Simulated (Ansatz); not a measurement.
# Ge in Ansatz: the effect of functional

Crystal: Ge.

```
CELL_PARAMETERS angstrom
1.48805 -2.59469 0.00000
1.48805 2.59469 0.00000
0.00000 0.00000 4.72760
ATOMIC_POSITIONS crystal
Ge 0.33345 0.66655 0.25000
Ge 0.66655 0.33345 0.75000
```

This isn't the form of Ge at room conditions, which is diamond.

Alike in all runs:

| Property | Result |
| --- | --- |
| Program | Ansatz 0.2.0 |
| Task | equation of state |
| Potentials or basis | Ansatz PAW |
| k mesh | 10 × 10 × 6 |
| Occupations | fermi-dirac, width 0.05 eV |
| Spin | no spin polarisation |

Task: One run gave: V0 of scaled cells 17.97 Å³/atom; B0 80 GPa. Which functional did it use?
A. r2SCAN
B. PBEsol
C. LDA

Result: C.

| functional | cutoff | V0 of scaled cells (Å³/atom) | B0 (GPa) |
| --- | --- | --- | --- |
| LDA | 420 eV | 17.97 | 80 |
| PBEsol | 420 eV | 18.37 | 77 |
| r2SCAN | 500 eV | 18.77 | 72 |

Caveats: the cell was scaled at fixed shape and fractional positions, which overstates the stiffness of a crystal with free parameters, most of all of layers and chains; the PAW data sets come from PBE, with cores solved anew for the run's functional, which leaves a small shift of forces and pressure.

Not every run made on this cell is shown here.
